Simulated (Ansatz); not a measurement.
The elements of this relaxed trial crystal are hidden behind letters.

```
lattice vectors (Å)
   3.3252    0.0000    0.0000
  -1.6626    2.8797    0.0000
   0.0000    0.0000    4.8810
fractional positions
X 0.3333 0.6667 0.7500
X 0.6667 0.3333 0.2500
Z 0.3333 0.6667 0.2500
Z 0.6667 0.3333 0.7500
```

These are results of DFT PBE, scalar-relativistic, plane waves, PAW (Ansatz 0.2.0), not measurements. The final run on the 4-atom cell used 420 eV, a Γ-centred 9×9×6 mesh, 0.02 eV smearing and no spin polarisation.

* Space group: P6_3/mmc (No. 194)
* Conventional cell: a = 3.325 Å, c = 4.881 Å
* Volume per atom: 11.68 Å³
* Density: 5.95 g/cm³
* Formation energy: −0.207 eV/atom
* Gap on the 9×9×6 mesh of the 4-atom cell: 1.15 eV

Energies are uncorrected and count from the elements' standard states at the same level.

Q: X is a p-block element of period 4 and Z is a p-block element of period 2. Which elements are they?

A: X = Ga, Z = N, so the formula is GaN. Density times volume gives a mean mass of 5.95 × 11.68/1.6605 = 41.9 u per atom, and this set has 41.9 u. Around Ga lie 3 N at 1.92 Å and 2 N at 2.44 Å; N is surrounded by 3 Ga at 1.92 Å and 2 Ga at 2.44 Å. Other sets within the hints have nearly the same mass, so mass alone doesn't settle it; this one was computed.

Kohn–Sham gaps at this level usually fall short of measured ones. A structure relaxed within its symmetry needn't be a true minimum.
